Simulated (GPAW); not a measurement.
Pd:

```
Pd
1.0
     0.00000    1.94650    1.94650
     1.94650    0.00000    1.94650
     1.94650    1.94650    0.00000
Pd
1
Direct
  0.00000 0.00000 0.00000
```

- Program: GPAW 26.7.0
- Task: single point
- Functional: PBEsol
- Potentials or basis: PAW data sets generated in the run's folder for this functional
- Cutoff: 600 eV
- Basis: pw
- k mesh: 12 × 12 × 12
- Occupations: fermi-dirac, width 0.05 eV
- Spin: no spin polarisation

On this cell: pressure -2.5 GPa; band gap on the k mesh none (metal or under the smearing width).

The same run follows on a disturbed copy (cell strained at random at fixed volume):

```
CELL_PARAMETERS angstrom
-0.01113 1.95522 1.94186
1.97107 0.00634 1.92440
1.96444 1.93112 0.01297
ATOMIC_POSITIONS crystal
Pd 0.02384 0.98301 0.99703
```

Q: What changes?

A: The energy (extrapolated to zero smearing) moves by +1.7 meV/atom; pressure -2.4 GPa; band gap on the k mesh none (metal or under the smearing width).

Stress tensor (GPa, compression positive):
```
-3.27  0.61  0.20
 0.61 -2.13 -1.35
 0.20 -1.35 -1.81
```
